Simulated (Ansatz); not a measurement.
Runs of Ansatz 0.2.0 on C. Symmetry: R-3m, No. 166, trigonal system. The conventional cell has a = 2.466 Å, b = 2.466 Å, c = 24.848 Å, α = 90.00°, β = 90.00°, γ = 120.00°. Around C (site symmetry 3m) lie 3 C at 1.42 Å. Around C (site symmetry 3m) lie 3 C at 1.42 Å. This isn't the form of C at room conditions, which is graphite.

| task | level | potentials or basis | cell | k mesh | cutoff (eV) | smearing | driver | other keys | gap on the mesh (eV) | pressure (GPa) | largest force (eV/Å) |
| --- | --- | --- | --- | --- | --- | --- | --- | --- | --- | --- | --- |
| atomic charges | BPBE | SSSP precision PAW | as given | 12 × 12 × 12 | 612 | methfessel-paxton 0.1 eV | chain | - | 0.18 | (a) | 0.01 |
| single point | PBE+D3(BJ) | SSSP efficiency PAW | as given | 12 × 12 × 12 | 612 | fermi-dirac 0.05 eV | calculator | - | - | -0.6 | 0.01 |
| projected density of states | PBE+D4 | Ansatz PAW polarizable | as given | 12 × 12 × 12 | 420 | tetrahedron | chain | - | 0.18 | -1.8 | 0.01 |
| electron localisation function | LDA | JTH PAW | atoms moved at random, drawn with an rms of 0.1 Å | 9 × 9 × 9 | 780 | methfessel-paxton 0.1 eV | chain | scf.initial_density.chi_scale = 0; … | none | 2.2 | 11.59 |
| single point | PBE+D3(BJ) | SSSP efficiency PAW | as given | 12 × 12 × 12 | 612 | fermi-dirac 0.05 eV | - | - | 0.18 | -0.6 | 0.01 |

Alike in all rows: no spin polarisation.

Q: Fill in the values left out.

A: (a) 0.5.

Caveats: the potentials were made for another functional, which shifts forces and pressure (some runs); with tetrahedron occupations forces and stress needn't match the slope of the energy (some runs); the thresholds are loose for stress (some runs).

A k mesh can miss the band edges.

A gap of «none» marks a metal or a gap under the smearing width.
